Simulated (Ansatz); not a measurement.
Method: DFT PBE, scalar-relativistic, plane waves, PAW (Ansatz 0.2.0). Settings: cutoff 420 eV, Γ-centred meshes spaced at most about 0.3 Å⁻¹, and about 0.25 Å⁻¹ or finer for metals (2π included), Gaussian smearing. No spin polarisation.

All energies are static (0 K, no zero-point motion).

Problem. Which of these relaxed structures of Hf7N is the lowest in energy?
A.

```
Hf N
1.0
     3.20271    0.00000    0.00000
    -1.60135    2.77363    0.00000
     0.00000    0.00000   18.04946
Hf N
7 1
Direct
  0.33333 0.66667 0.07185
  0.66667 0.33333 0.92815
  0.66667 0.33333 0.21632
  0.33333 0.66667 0.35807
  0.33333 0.66667 0.78368
  0.66667 0.33333 0.64193
  0.00000 0.00000 0.50000
  0.00000 0.00000 0.00000
```

B.

```
Hf N
1.0
     3.20901    0.00000    0.00000
    -1.60450    2.77908    0.00000
     0.00000    0.00000   35.81018
Hf N
14 2
Direct
  0.33333 0.66667 0.17940
  0.66667 0.33333 0.25000
  0.33333 0.66667 0.32060
  0.66667 0.33333 0.96364
  0.33333 0.66667 0.03636
  0.33333 0.66667 0.89150
  0.66667 0.33333 0.10850
  0.33333 0.66667 0.46364
  0.66667 0.33333 0.53636
  0.66667 0.33333 0.39150
  0.33333 0.66667 0.60850
  0.66667 0.33333 0.67940
  0.33333 0.66667 0.75000
  0.66667 0.33333 0.82060
  0.00000 0.00000 0.00000
  0.00000 0.00000 0.50000
```

Solution. B. The other, A, lies 29 meV/atom higher. Forms: B P6_3/mmc; A P-3m1. Counting Hf atoms around N (those within 1.25 times the shortest such distance or 1.15 times the sum of covalent radii, 1.27 where that leaves under three): B has N 6; A has N 6. Both come from invented guesses.

The k mesh leaves some 4 meV/atom of noise in the energy of each metallic cell. Spin–orbit coupling, which can matter for Hf, is left out. Cells relaxed within their symmetry can be saddle points. Some structure types and database cells were kept out of the candidates from the start, so a known form may be missing.
